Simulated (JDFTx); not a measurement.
## TaN under changes of volume

One of the cells (10.813 Å³/atom); the others are scaled copies at fixed shape and fractional positions:

```
Ta N
1.0
     0.00000    2.21132    2.21132
     2.21132    0.00000    2.21132
     2.21132    2.21132    0.00000
Ta N
1 1
Direct
  0.50000 0.50000 0.50000
  0.00000 0.00000 0.00000
```

The cell comes from a database or a generator and needn't be the stable form of this composition.

- Program: JDFTx 1.7.0 (patched build)
- Functional: RPBE
- Potentials or basis: PseudoDojo-SR-PBE-0.5-standard
- Cutoff: 1143 eV
- Density cutoff: 9143 eV
- k mesh: 10 × 10 × 10
- Occupations: fermi-dirac, width 0.05 eV
- Spin: no spin polarisation

```csv
volume (Å³/atom),energy over the lowest point (meV/atom),pressure (GPa)
10.164,?,?
10.381,24.88,16.8
10.597,7.53,9.1
10.813,0.00,2.2
11.030,1.28,-4.0
11.246,10.47,-9.5
11.462,26.76,-14.5
```

**Question.** What does the run at 10.164 Å³/atom give?

**Answer.** Energy over the lowest point 53.18 meV/atom; pressure 25.3 GPa.

Worked out: A Birch-Murnaghan fit of order 3 (a polynomial in V^(-2/3)) to the other rows has its minimum at 10.89 Å³/atom with B0 = V·E''(V) = 317 GPa and B' = 4.4. It gives 53.31 meV/atom at 10.164 Å³/atom, against the run's 53.18, and -dE/dV = 25.4 GPa, against 25.3.

Energies are extrapolated to zero smearing.

Caveats: the potentials were made for another functional, which shifts forces and pressure.
